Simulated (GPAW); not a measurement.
## ZnS (Wurtzite-2H) in GPAW: the effect of target pressure

ZnS (Wurtzite-2H):

```
Zn S
1.0
     3.81100    0.00000    0.00000
    -1.90550    3.30042    0.00000
     0.00000    0.00000    6.23400
Zn S
2 2
Direct
  0.66667 0.33333 0.50000
  0.33333 0.66667 0.00000
  0.66667 0.33333 0.88500
  0.33333 0.66667 0.38500
```

Alike in all runs:

| Quantity | Value |
| --- | --- |
| Program | GPAW 26.7.0 |
| Task | relaxation of cell and atoms |
| Functional | PBEsol |
| Potentials or basis | PAW data sets generated in the run's folder for this functional |
| Cutoff | 600 eV |
| Basis | pw |
| k mesh | 5 × 5 × 3 |
| Occupations | fermi-dirac, width 0.05 eV |
| Spin | no spin polarisation |

Each run relaxes the cell or the atoms first.

| target pressure | target pressure | relaxed volume (Å³/atom) | gap on the mesh (eV) |
| --- | --- | --- | --- |
| 0 GPa | - | 19.21 | 2.16 |
| 2 GPa | 2 GPa | ? | ? |
| 5 GPa | 5 GPa | 18.20 | 2.39 |
| 10 GPa | 10 GPa | 17.39 | 2.59 |
| 20 GPa | 20 GPa | 16.17 | 2.91 |
| 30 GPa | 30 GPa | 15.28 | 2.97 |

Problem. What does the run with target pressure 2 GPa give?

Solution. Relaxed volume 18.78 Å³/atom; gap on the mesh 2.25 eV.

Worked out: In Murnaghan's law V^(-B') rises as a straight line in P. The other rows fit best with B' = 3.7, V0 = 19.21 Å³/atom and B0 = 83 GPa, which gives 18.77 Å³/atom at 2 GPa, against the run's 18.78. A parabola through the other rows of the gap on the mesh, of slope 0.0516 eV per GPa there, gives 2.25 eV, against the run's 2.25.

Caveats: later steps reuse the first step's grids; the volume moved by over 15 % at a fixed basis, so the end points are rough (some runs); an odd mesh through Γ misses points on the zone boundary, where band edges often lie (some runs).
